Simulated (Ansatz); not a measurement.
The system is PtS2.

```xyz
3
Lattice="3.5432 0.0000 0.0000 -1.7716 3.0685 0.0000 0.0000 0.0000 5.0388" Properties=species:S:1:pos:R:3 pbc="T T T"
Pt    0.0000    0.0000    0.0000
S     1.7716    1.0228    3.8950
S     0.0000    2.0457    1.1438
```

Base run:

* Program: Ansatz 0.2.0
* Functional: r2SCAN0 form with a typed share of exact exchange
* Potentials or basis: Ansatz PAW
* Cutoff: 500 eV (not typed: the program's choice for these potentials)
* k mesh: 5 × 5 × 3
* Occupations: fermi-dirac, width 0.05 eV
* Spin: no spin polarisation

Its results: band gap on the k mesh 1.48 eV, indirect (least direct gap 1.60 eV); pressure 9.3 GPa; largest force 1.236 eV/Å.

Q: The run is repeated on the same cell with these changes: share of exact exchange from 0 to 0.35. What comes out?

A: Band gap on the k mesh 3.19 eV, indirect (least direct gap 3.56 eV); pressure 4.3 GPa; largest force 0.768 eV/Å.

Caveats: odd divisions of the mesh miss points on the zone boundary, where band edges often lie, so the gap on the mesh can be too wide; spin-orbit coupling is left out, which moves the levels of the heavy elements; the PAW data sets come from PBE, with cores solved anew for the run's functional, which leaves a small shift of forces and pressure; forces of over 1 eV/Å show positions far from the minimum, so gaps and moduli don't describe the material at rest (some runs); the thresholds are loose for stress (some runs).

A k mesh can miss the band edges.
